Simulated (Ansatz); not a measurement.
**HfSi: a relaxation**

Aim: for HfSi, relax the bulk.

Program: Ansatz 0.2.0. Level of theory: DFT PBEsol, scalar-relativistic, plane waves, PAW. These are calculated values, not measurements.

## 1. The system as given

Symmetry: Pnma, No. 62, orthorhombic system. Conventional cell: a = 7.002 Å, b = 3.754 Å, c = 5.164 Å, α = 90.00°, β = 90.00°, γ = 90.00°. Around Hf (site symmetry m) lie 3 Si at 2.12 to 2.14 Å. Si (site symmetry m) has 3 Hf at 2.12 to 2.14 Å in its first shell of neighbours.

As a file:

```
CELL_PARAMETERS angstrom
7.00151 0.00000 0.00000
0.00000 3.75368 0.00000
0.00000 0.00000 5.16417
ATOMIC_POSITIONS crystal
Hf 0.82000 0.25000 0.12500
Hf 0.32000 0.25000 0.37500
Hf 0.18000 0.75000 0.87500
Hf 0.68000 0.75000 0.62500
Si 0.12500 0.25000 0.69000
Si 0.62500 0.25000 0.81000
Si 0.87500 0.75000 0.31000
Si 0.37500 0.75000 0.19000
```

## 2. Probe: one point at the start

File input.yaml:

```yaml
crystal:
  lattice:
    - [7.0015093433, 0.0, 0.0]
    - [0.0, 3.7536754368, 0.0]
    - [0.0, 0.0, 5.1641705857]
  atoms:
    - { symbol: Hf, position: [0.82, 0.25, 0.125] }
    - { symbol: Hf, position: [0.32, 0.25, 0.375] }
    - { symbol: Hf, position: [0.18, 0.75, 0.875] }
    - { symbol: Hf, position: [0.68, 0.75, 0.625] }
    - { symbol: Si, position: [0.125, 0.25, 0.69] }
    - { symbol: Si, position: [0.625, 0.25, 0.81] }
    - { symbol: Si, position: [0.875, 0.75, 0.31] }
    - { symbol: Si, position: [0.375, 0.75, 0.19] }
basis:
  ecutwfc: 420
kpoints:
  mp_grid: { grid: [4, 6, 4] }
hamiltonian:
  xc: pbesol
scf:
  occupations: { method: gaussian, width: 0.1 }
output:
  forces: true
  stress: true
  eigenvalues: true
```

Run with:

```
> ansatz run input.yaml --threads 8 --pin off --max-ram 15360MiB --backend cpu --events-out ev --progress --plain --runs-dir out
```

The program printed (excerpt; [...] marks lines left out):

```text
Warning: RAYON_NUM_THREADS=8 ignored (pool sized by the plan → 8); use --threads N
[...]
Pseudopotentials: kind: paw
Pseudopotential: Hf, paw, valence charge 26, recommended cutoff 420 eV (normal), Hf.paw.azcp
Pseudopotential: Si, paw, valence charge 4, recommended cutoff 420 eV (normal), Si.paw.azcp
Functional definition: PBEsol
[...]
Crystal: 8 atoms, lattice volume = 135.722 Å³
Basis set: ecut = 420 eV, 2659 PW (Γ), exchange–correlation on 96×54×72 points (8 copies of the dense FFT grid, shifted against one another)
Bands: 72, of which v1, the nominal top of the filled ones, is band 60 counted from 1 (59 counted from 0)
Symmetry: 8 space group operations
Space group: Pnma (ITA 62), of the structure as read, at distance tolerance 5.1e-5 Å
[...]
Entropy (-TS):   -0.016228 eV (-2.028 meV/atom)
Fermi energy:    16.701790 eV
[...]
--- Forces (eV/Å), atoms counted from 1 ---
  atom   1  Hf     1.77072931    -0.00000000    -1.21089348
  atom   2  Hf     1.77072931     0.00000000     1.21089348
  atom   3  Hf    -1.77072931    -0.00000000     1.21089348
  atom   4  Hf    -1.77072931     0.00000000    -1.21089348
  atom   5  Si    -9.32426076    -0.00000000    -0.60517437
  atom   6  Si    -9.32426076     0.00000000     0.60517437
  atom   7  Si     9.32426076     0.00000000     0.60517437
  atom   8  Si     9.32426076    -0.00000000    -0.60517437
[...]
--- Stress (GPa, compression-positive) ---
       21.861955       0.000000       0.000000
        0.000000      98.928327       0.000000
        0.000000       0.000000      61.373072
  P = ⅓ Tr σ = 60.7211 GPa (607.211 kbar)
--- Band table (eV; the first three rows and the last of 36) ---
[...]
```

Wall time 2.8 s (8 threads of Arm Neoverse V2, shared host); peak memory 0.85 GiB.

Read-out: pressure 60.7 GPa, largest force 9.34 eV/Å, gap on this mesh none (metal). With stress or forces this large, a rough relaxation on a coarse mesh goes ahead of the careful one.

(Part 1 of 3 ends here.)
